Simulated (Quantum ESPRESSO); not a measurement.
# BaS (Fm-3m) in Quantum ESPRESSO: band structure with r2SCAN

Aim: the band structure of BaS with r2SCAN.

Program: Quantum ESPRESSO 7.5. These are calculated values, not measurements. Logs are shortened: lines on timing, memory, paths and dates and some standing lists are left out, and cuts for length are marked.

**Measured values to compare with.**

From a printed reference work, monograph, original work of 1988, for a bulk crystal of BaS at 2 K: band gap 3.806 eV (indirect).

The runs below are set against these values where they give the same quantity.

## (1) Starting point

It takes space group Fm-3m (No. 225, cubic). Conventional cell: a = 6.388 Å, b = 6.388 Å, c = 6.388 Å, α = 90.00°, β = 90.00°, γ = 90.00°. Ba (site symmetry m-3m) is surrounded by 6 S at 3.19 Å. S (site symmetry m-3m) has 6 Ba at 3.19 Å as nearest neighbours.

## (2) Band structure, r2SCAN

Contents of pw.in:

```
&CONTROL
  calculation = 'scf'
  prefix = 'pwscf'
  outdir = './tmp'
  pseudo_dir = './pseudo'
  tprnfor = .true.
  tstress = .true.
  disk_io = 'low'
/
&SYSTEM
  ibrav = 0
  nat = 2
  ntyp = 2
  ecutwfc = 52
  nbnd = 14
  input_dft = 'r2scan'
  occupations = 'smearing'
  smearing = 'fd'
  degauss = 0.00367493
  nosym = .true.
/
&ELECTRONS
  conv_thr = 1d-08
  electron_maxstep = 120
  mixing_beta = 0.5
/
ATOMIC_SPECIES
Ba   137.3270 Ba_ONCV_PBE-1.2.upf
S     32.0600 S_ONCV_PBE-1.2.upf
CELL_PARAMETERS angstrom
   0.0000000000    3.1937500000    3.1937500000
   3.1937500000    0.0000000000    3.1937500000
   3.1937500000    3.1937500000    0.0000000000
ATOMIC_POSITIONS crystal
Ba     0.0000000000    0.0000000000    0.0000000000
S      0.5000000000    0.5000000000    0.5000000000
K_POINTS automatic
5 5 5 0 0 0
```

Contents of bands.in:

```
&CONTROL
  calculation = 'bands'
  prefix = 'pwscf'
  outdir = './tmp'
  pseudo_dir = './pseudo'
  disk_io = 'low'
  verbosity = 'high'
/
&SYSTEM
  ibrav = 0
  nat = 2
  ntyp = 2
  ecutwfc = 52
  nbnd = 14
  input_dft = 'r2scan'
  occupations = 'smearing'
  smearing = 'fd'
  degauss = 0.00367493
  nosym = .true.
/
&ELECTRONS
  conv_thr = 1d-08
  electron_maxstep = 120
  mixing_beta = 0.5
  diago_full_acc = .true.
  startingwfc = 'random'
/
ATOMIC_SPECIES
Ba   137.3270 Ba_ONCV_PBE-1.2.upf
S     32.0600 S_ONCV_PBE-1.2.upf
CELL_PARAMETERS angstrom
   0.0000000000    3.1937500000    3.1937500000
   3.1937500000    0.0000000000    3.1937500000
   3.1937500000    3.1937500000    0.0000000000
ATOMIC_POSITIONS crystal
Ba     0.0000000000    0.0000000000    0.0000000000
S      0.5000000000    0.5000000000    0.5000000000
K_POINTS crystal
60
 0.0000000000  0.0000000000  0.0000000000 1
 0.0625000000  0.0000000000  0.0625000000 1
 0.1250000000  0.0000000000  0.1250000000 1
 0.1875000000  0.0000000000  0.1875000000 1
 0.2500000000  0.0000000000  0.2500000000 1
 0.3125000000  0.0000000000  0.3125000000 1
 0.3750000000  0.0000000000  0.3750000000 1
 0.4375000000  0.0000000000  0.4375000000 1
 0.5000000000  0.0000000000  0.5000000000 1
 0.5000000000  0.0625000000  0.5625000000 1
 0.5000000000  0.1250000000  0.6250000000 1
 0.5000000000  0.1875000000  0.6875000000 1
 0.5000000000  0.2500000000  0.7500000000 1
 0.4375000000  0.3125000000  0.7500000000 1
 0.3750000000  0.3750000000  0.7500000000 1
 0.3375000000  0.3375000000  0.6750000000 1
 0.3000000000  0.3000000000  0.6000000000 1
 0.2625000000  0.2625000000  0.5250000000 1
 0.2250000000  0.2250000000  0.4500000000 1
 0.1875000000  0.1875000000  0.3750000000 1
 0.1500000000  0.1500000000  0.3000000000 1
 0.1125000000  0.1125000000  0.2250000000 1
 0.0750000000  0.0750000000  0.1500000000 1
 0.0375000000  0.0375000000  0.0750000000 1
 0.0000000000  0.0000000000  0.0000000000 1
 0.0625000000  0.0625000000  0.0625000000 1
 0.1250000000  0.1250000000  0.1250000000 1
 0.1875000000  0.1875000000  0.1875000000 1
 0.2500000000  0.2500000000  0.2500000000 1
 0.3125000000  0.3125000000  0.3125000000 1
 0.3750000000  0.3750000000  0.3750000000 1
 0.4375000000  0.4375000000  0.4375000000 1
 0.5000000000  0.5000000000  0.5000000000 1
 0.5250000000  0.4500000000  0.5250000000 1
 0.5500000000  0.4000000000  0.5500000000 1
 0.5750000000  0.3500000000  0.5750000000 1
 0.6000000000  0.3000000000  0.6000000000 1
 0.6250000000  0.2500000000  0.6250000000 1
 0.5833333333  0.2500000000  0.6666666667 1
 0.5416666667  0.2500000000  0.7083333333 1
 0.5000000000  0.2500000000  0.7500000000 1
 0.5000000000  0.2857142857  0.7142857143 1
 0.5000000000  0.3214285714  0.6785714286 1
 0.5000000000  0.3571428571  0.6428571429 1
 0.5000000000  0.3928571429  0.6071428571 1
 0.5000000000  0.4285714286  0.5714285714 1
 0.5000000000  0.4642857143  0.5357142857 1
 0.5000000000  0.5000000000  0.5000000000 1
 0.4821428571  0.4821428571  0.5357142857 1
 0.4642857143  0.4642857143  0.5714285714 1
 0.4464285714  0.4464285714  0.6071428571 1
 0.4285714286  0.4285714286  0.6428571429 1
 0.4107142857  0.4107142857  0.6785714286 1
 0.3928571429  0.3928571429  0.7142857143 1
 0.3750000000  0.3750000000  0.7500000000 1
 0.6250000000  0.2500000000  0.6250000000 1
 0.5937500000  0.1875000000  0.5937500000 1
 0.5625000000  0.1250000000  0.5625000000 1
 0.5312500000  0.0625000000  0.5312500000 1
 0.5000000000  0.0000000000  0.5000000000 1
```

Potentials or basis: SG15 PBE 1.2.

Launch:

```
OMP_NUM_THREADS=1 mpirun -n 2 pw.x -nk 2 -in pw.in > pw.out
OMP_NUM_THREADS=1 mpirun -n 2 pw.x -nk 2 -in bands.in > bands.out
```

pw.out:

```text
This program is part of the open-source Quantum ESPRESSO suite
     for quantum simulation of materials; please cite
         "P. Giannozzi et al., J. Phys.:Condens. Matter 21 395502 (2009);
         "P. Giannozzi et al., J. Phys.:Condens. Matter 29 465901 (2017);
         "P. Giannozzi et al., J. Chem. Phys. 152 154105 (2020);
     in publications or presentations arising from this work. More details at

     IMPORTANT: XC functional enforced from input :
     Exchange-correlation= R2SCAN
                           (   0   0   0   0   0 497 498)
     Any further DFT definition will be discarded
     Please, verify this is what you really want

     K-points division:     npool     =       2
     Subspace diagonalization in iterative solution of the eigenvalue problem:
     a serial algorithm will be used

     G-vector sticks info
     --------------------
     sticks:   dense  smooth     PW     G-vecs:    dense   smooth      PW
     Sum        1039    1039    313                22219    22219    3695

     Using Slab Decomposition

     bravais-lattice index     =            0
     lattice parameter (alat)  =       8.5352  a.u.
     unit-cell volume          =     439.6725 (a.u.)^3
     number of atoms/cell      =            2
     number of atomic types    =            2
     number of electrons       =        16.00
     number of Kohn-Sham states=           14
     kinetic-energy cutoff     =      52.0000  Ry
     charge density cutoff     =     208.0000  Ry
     scf convergence threshold =      1.0E-08
     mixing beta               =       0.5000
     number of iterations used =            8  plain     mixing
     Exchange-correlation= R2SCAN
                           (   0   0   0   0   0 497 498)

     celldm(1)=   8.535221  celldm(2)=   0.000000  celldm(3)=   0.000000
     celldm(4)=   0.000000  celldm(5)=   0.000000  celldm(6)=   0.000000

     crystal axes: (cart. coord. in units of alat)
               a(1) = (   0.000000   0.707107   0.707107 )
               a(2) = (   0.707107   0.000000   0.707107 )
               a(3) = (   0.707107   0.707107   0.000000 )

     reciprocal axes: (cart. coord. in units 2 pi/alat)
               b(1) = ( -0.707107  0.707107  0.707107 )
               b(2) = (  0.707107 -0.707107  0.707107 )
               b(3) = (  0.707107  0.707107 -0.707107 )

     PseudoPot. # 1 for Ba read from file:
     Ba_ONCV_PBE-1.2.upf
     Pseudo is Norm-conserving, Zval = 10.0
     Generated using ONCVPSP code by D. R. Hamann
     Using radial grid of  602 points,  8 beta functions with:
                l(1) =   0
                l(2) =   0
                l(3) =   1
                l(4) =   1
                l(5) =   2
                l(6) =   2
                l(7) =   3
                l(8) =   3

     PseudoPot. # 2 for S  read from file:
     S_ONCV_PBE-1.2.upf
     Pseudo is Norm-conserving, Zval =  6.0
     Generated using ONCVPSP code by D. R. Hamann
     Using radial grid of  602 points,  4 beta functions with:
                l(1) =   0
                l(2) =   0
                l(3) =   1
                l(4) =   1

     atomic species   valence    mass     pseudopotential
     Ba               10.00   137.32700     Ba( 1.00)
     S                 6.00    32.06000     S ( 1.00)

     No symmetry found

   Cartesian axes

     site n.     atom                  positions (alat units)
         1        Ba     tau(   1) = (   0.0000000   0.0000000   0.0000000  )
         2        S      tau(   2) = (   0.7071068   0.7071068   0.7071068  )

     number of k points=    63  Fermi-Dirac smearing, width (Ry)=  0.0037
                       cart. coord. in units 2pi/alat
        k(    1) = (   0.0000000   0.0000000   0.0000000), wk =   0.0160000
        k(    2) = (   0.1414214   0.1414214  -0.1414214), wk =   0.0320000
        k(    3) = (   0.2828427   0.2828427  -0.2828427), wk =   0.0320000
        k(    4) = (   0.1414214  -0.1414214   0.1414214), wk =   0.0320000
        k(    5) = (   0.2828427  -0.0000000   0.0000000), wk =   0.0320000
        k(    6) = (   0.4242641   0.1414214  -0.1414214), wk =   0.0320000
[... 55 lines left out ...]
        k(   62) = (  -0.7071068   0.1414214   0.4242641), wk =   0.0320000
        k(   63) = (  -0.5656854   0.2828427   0.2828427), wk =   0.0320000

     Dense  grid:    22219 G-vectors     FFT dimensions: (  40,  40,  40)

     WARNING: libxc functional with ID  497 depends
      on external parameters: check the user_guide of
      QE if you need to modify them or to check their
      default values.

     WARNING: libxc functional with ID  498 depends
      on external parameters: check the user_guide of
      QE if you need to modify them or to check their
      default values.

     Initial potential from superposition of free atoms

     starting charge      15.5979, renormalised to      16.0000
     Starting wfcs are random

     Self-consistent Calculation

     iteration #  1     ecut=    52.00 Ry     beta= 0.50
     Davidson diagonalization with overlap
     ethr =  1.00E-02,  avg # of iterations =  8.7

     total energy              =     -72.22111152 Ry
     estimated scf accuracy    <       0.65966582 Ry

     iteration #  2     ecut=    52.00 Ry     beta= 0.50
     Davidson diagonalization with overlap
     ethr =  4.12E-03,  avg # of iterations =  1.1
[... 36 lines left out ...]
     total energy              =     -72.29850833 Ry
     estimated scf accuracy    <       0.00000030 Ry

     iteration #  8     ecut=    52.00 Ry     beta= 0.50
     Davidson diagonalization with overlap
     ethr =  1.85E-09,  avg # of iterations =  2.0

     End of self-consistent calculation

          k = 0.0000 0.0000 0.0000 (  2733 PWs)   bands (ev):

   -21.3634  -5.8159  -5.8159  -5.8159  -5.3226   5.5170   5.5170   5.5170
     9.7072   9.9274   9.9274   9.9274  10.9772  10.9773

          k = 0.1414 0.1414-0.1414 (  2773 PWs)   bands (ev):

   -21.3477  -6.4914  -5.8280  -5.8280  -4.6153   4.7138   5.0980   5.0980
     9.9693  10.5060  10.5061  10.9934  12.0364  12.0364

          k = 0.2828 0.2828-0.2828 (  2803 PWs)   bands (ev):

   -21.3221  -7.0191  -5.8473  -5.8472  -4.0305   3.7892   4.5738   4.5738
    10.8428  11.9737  11.9737  12.1886  14.2158  14.2158

          k = 0.1414-0.1414 0.1414 (  2773 PWs)   bands (ev):

   -21.3477  -6.4914  -5.8280  -5.8280  -4.6153   4.7138   5.0980   5.0980
     9.9693  10.5060  10.5061  10.9934  12.0364  12.0364

          k = 0.2828-0.0000 0.0000 (  2778 PWs)   bands (ev):

   -21.3427  -6.4360  -5.8832  -5.8832  -4.6545   4.3943   5.3949   5.3949
     9.0636  10.5568  11.2089  11.2089  11.3125  13.5214

          k = 0.4243 0.1414-0.1414 (  2773 PWs)   bands (ev):

   -21.3207  -6.7497  -5.9333  -5.9162  -4.4143   4.2164   4.8917   5.0325
     9.2696  11.8742  12.3687  12.5264  12.5736  14.4393

          k =-0.1414-0.4243 0.4243 (  2782 PWs)   bands (ev):

   -21.3121  -6.8981  -6.0137  -5.8822  -4.2151   4.0209   4.6174   4.8270
    10.7451  11.1897  12.1925  12.9334  14.4788  14.8649

          k = 0.0000-0.2828 0.2828 (  2786 PWs)   bands (ev):
[... 31 lines left out ...]
   -21.3477  -6.4914  -5.8280  -5.8280  -4.6153   4.7138   5.0980   5.0980
     9.9693  10.5060  10.5060  10.9934  12.0364  12.0364

          k =-0.0000 0.2828 0.0000 (  2778 PWs)   bands (ev):

   -21.3427  -6.4360  -5.8833  -5.8832  -4.6545   4.3943   5.3949   5.3949
     9.0636  10.5568  11.2089  11.2089  11.3125  13.5214

          k = 0.1414 0.4243-0.1414 (  2773 PWs)   bands (ev):

   -21.3207  -6.7497  -5.9333  -5.9162  -4.4143   4.2164   4.8917   5.0325
     9.2696  11.8742  12.3687  12.5264  12.5736  14.4393

          k =-0.4243-0.1414 0.4243 (  2782 PWs)   bands (ev):

   -21.3121  -6.8981  -6.0137  -5.8822  -4.2151   4.0209   4.6174   4.8270
    10.7451  11.1897  12.1925  12.9334  14.4788  14.8648

          k =-0.2828 0.0000 0.2828 (  2786 PWs)   bands (ev):
[... 81 lines left out ...]
   -21.3289  -6.7587  -5.9640  -5.8274  -4.2993   4.1109   4.6446   5.2019
    10.0991  10.8802  11.2339  12.1777  12.9541  14.1101

          k =-0.1414 0.4243-0.1414 (  2773 PWs)   bands (ev):

   -21.3207  -6.7497  -5.9333  -5.9162  -4.4143   4.2164   4.8917   5.0325
     9.2696  11.8742  12.3687  12.5264  12.5736  14.4393

          k = 0.0000 0.5657-0.2828 (  2779 PWs)   bands (ev):

   -21.3075  -6.6249  -6.0923  -6.0260  -4.5223   4.4121   4.8433   5.1294
     9.6641  11.2079  12.3712  13.2201  13.7271  15.0927

          k =-0.5657-0.0000 0.2828 (  2779 PWs)   bands (ev):

   -21.3075  -6.6249  -6.0922  -6.0261  -4.5223   4.4121   4.8433   5.1294
     9.6641  11.2079  12.3712  13.2201  13.7271  15.0929

          k =-0.4243 0.1414 0.1414 (  2773 PWs)   bands (ev):
[... 121 lines left out ...]
   -21.3075  -6.6249  -6.0923  -6.0261  -4.5223   4.4121   4.8433   5.1294
     9.6641  11.2079  12.3712  13.2201  13.7271  15.0930

          k =-0.5657 0.2828 0.2828 (  2782 PWs)   bands (ev):

   -21.3121  -6.8981  -6.0138  -5.8822  -4.2151   4.0209   4.6174   4.8270
    10.7451  11.1897  12.1925  12.9334  14.4788  14.8647

     the Fermi energy is     6.8142 ev

!    total energy              =     -72.29850838 Ry
     estimated scf accuracy    <          7.1E-09 Ry
     smearing contrib. (-TS)   =      -0.00000000 Ry
     internal energy E=F+TS    =     -72.29850838 Ry

     The total energy is F=E-TS. E is the sum of the following terms:
     one-electron contribution =      -7.27829118 Ry
     hartree contribution      =       9.57453698 Ry
     xc contribution           =     -12.10344575 Ry
     ewald contribution        =     -62.49130843 Ry

     convergence has been achieved in   8 iterations

     Forces acting on atoms (cartesian axes, Ry/au):

     atom    1 type  1   force =    -0.00000056   -0.00000000    0.00000133
     atom    2 type  2   force =     0.00000056    0.00000000   -0.00000133

     Total force =     0.000002     Total SCF correction =     0.000013
     SCF correction compared to forces is large: reduce conv_thr to get better values

     Computing stress (Cartesian axis) and pressure

          total   stress  (Ry/bohr**3)                   (kbar)     P=        6.70
   0.00004552  -0.00000002  -0.00000001            6.70       -0.00       -0.00
  -0.00000002   0.00004556   0.00000001           -0.00        6.70        0.00
  -0.00000001   0.00000001   0.00004553           -0.00        0.00        6.70

=------------------------------------------------------------------------------=
   JOB DONE.
=------------------------------------------------------------------------------=
```

Wall time 2.4 min (2 MPI ranks of Arm Neoverse V2, shared host); peak memory 0.18 GiB.

Results:

```yaml
Free_energy: -983.6713 eV
Pressure: 0.7 GPa
Band_gap_on_the_k_mesh: 2.68 eV, indirect (least direct gap 2.81 eV)
Band_gap_along_the_path: 2.56 eV, indirect (least direct gap 2.67 eV)
```

Levels at the corners of the path, in eV from the valence-band top:
| point | band 4 | band 5 | band 6 | band 7 | band 8 | band 9 | band 10 | band 11 | band 12 | band 13 |
| --- | --- | --- | --- | --- | --- | --- | --- | --- | --- | --- |
| Γ | -11.33 | -10.84 | 0.00 | 0.00 | 0.00 | 4.19 | 4.41 | 4.41 | 4.41 | 5.46 |
| X | -11.53 | -10.76 | -0.47 | -0.11 | -0.11 | 2.56 | 6.64 | 6.74 | 8.15 | 8.15 |
| W | -11.68 | -10.11 | -1.07 | -0.43 | -0.43 | 4.74 | 4.74 | 6.99 | 7.63 | 8.18 |
| K | -11.47 | -10.16 | -0.89 | -0.56 | -0.48 | 3.74 | 6.45 | 7.30 | 7.34 | 7.96 |
| Γ | -11.33 | -10.84 | 0.00 | 0.00 | 0.00 | 4.19 | 4.41 | 4.41 | 4.41 | 5.46 |
| L | -11.37 | -9.47 | -1.86 | -1.02 | -1.02 | 6.05 | 6.11 | 6.95 | 6.95 | 9.00 |
| U | -11.47 | -10.16 | -0.89 | -0.56 | -0.48 | 3.74 | 6.45 | 7.30 | 7.34 | 7.96 |
| W | -11.68 | -10.11 | -1.07 | -0.43 | -0.43 | 4.74 | 4.74 | 6.99 | 7.63 | 8.18 |
| L | -11.37 | -9.47 | -1.86 | -1.02 | -1.02 | 6.05 | 6.11 | 6.95 | 6.95 | 9.00 |
| K | -11.47 | -10.16 | -0.89 | -0.56 | -0.48 | 3.74 | 6.45 | 7.30 | 7.34 | 7.96 |
| U | -11.47 | -10.16 | -0.89 | -0.56 | -0.48 | 3.74 | 6.45 | 7.30 | 7.34 | 7.96 |
| X | -11.53 | -10.76 | -0.47 | -0.11 | -0.11 | 2.56 | 6.64 | 6.74 | 8.15 | 8.15 |

Caveat: the potentials were made for another functional, which shifts forces and pressure; spin-orbit coupling is left out, which moves the levels of the heavy elements; the mesh misses the band edges, which the band path finds closer together.

## (3) How close it comes

Step 2. Against the measured gap of BaS, 3.806 eV (indirect; 2 K; a printed reference work, monograph, original work of 1988), the calculated 2.56 eV is off by -1.25 eV. Spin-orbit coupling on Ba is left out. The value is that of r2SCAN, without temperature or zero-point motion.
